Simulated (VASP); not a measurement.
Sn, 2 atoms in the cell. It takes space group Fd-3m (No. 227, cubic). Conventional cell: a = 6.537 Å, b = 6.537 Å, c = 6.537 Å, α = 90.00°, β = 90.00°, γ = 90.00°. Sn (site symmetry -43m) is surrounded by 4 Sn at 2.83 Å. This isn't the form of Sn at room conditions, which is tetragonal (white tin).

```yaml
Program: VASP 6.6.1
Task: relaxation of cell and atoms
Functional: HSE06
Potentials_or_basis: VASP PAW PBE potentials, release 64 (Sn_d)
Cutoff: 520 eV
k_mesh: 6 × 6 × 6
Occupations: gaussian, width 0.03 eV
Spin: no spin polarisation
Grid_for_exact_exchange_PRECFOCK: Fast
Screening_parameter: 0.2 1/A
Further_INCAR_settings: ALGO = Normal; EDIFF = 1e-06; IBRION = 2; EDIFFG = -0.01; NSW = 25; ISIF = 3
```

Potentials or basis: VASP PAW PBE potentials, release 64 (Sn_d).

Run with:

```console
$ cat potpaw_PBE.64/Sn_d/POTCAR > POTCAR
$ cp INCAR.step1 INCAR
$ mpirun -np 4 vasp_std > vasp.out
$ cp INCAR.step2 INCAR
$ mpirun -np 4 vasp_std > vasp.out
```

Hardware: 4 MPI ranks on Intel(R) Xeon(R) 6975P-C (Granite Rapids) (shared host).

**Question.** How long does it take, and how much memory?

**Answer.** Run time: 23 min on 4 MPI ranks on Intel(R) Xeon(R) 6975P-C (Granite Rapids), on a shared host, peak memory 0.31 GiB a rank. Counts: scf iterations 30, k points 16, ion steps 3.
